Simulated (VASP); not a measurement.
Runs of VASP 6.6.1 on Cs2AgBiBr6. The structure is cubic, space group Fm-3m (No. 225). The conventional cell has a = 11.232 Å, b = 11.232 Å, c = 11.232 Å, α = 90.00°, β = 90.00°, γ = 90.00°. Bi (site symmetry m-3m) is surrounded by 6 Br at 2.81 Å. Cs (site symmetry -43m) has 12 Br at 3.97 Å as nearest neighbours. Around Ag (site symmetry m-3m) lie 6 Br at 2.80 Å. Br (site symmetry 4mm) is surrounded by 1 Ag at 2.80 Å and 1 Bi at 2.81 Å. 

```csv
level,gap on the mesh (eV),pressure (GPa),relaxed volume (Å³/atom)
PBEsol,1.75,0.0,35.00
PBEsol+D4,(a),0.0,34.18
PBEsol+D3,1.75,0.0,(b)
PBEsol+D3(BJ),1.72,0.1,33.53
```

Alike in all rows: task relaxation of cell and atoms; potentials or basis VASP PAW PBE potentials, release 64 (Bi_d, Cs_sv, Ag, Br); no spin polarisation; cell relaxed; k mesh 3 × 3 × 3; cutoff (eV) 600; smearing fermi-dirac 0.05 eV.

Task: Fill in the values left out.

Result: (a) 1.74; (b) 34.37.

Caveats: the PAW data sets were made with another functional, which shifts forces and pressure a little; spin-orbit coupling is left out, which as a rule narrows the gap of such compounds by several tenths of an eV; an odd mesh through Γ misses points on the zone boundary, where band edges often lie.

A k mesh can miss the band edges, and the runs leave out spin-orbit coupling on Ag, Bi, Br, Cs.
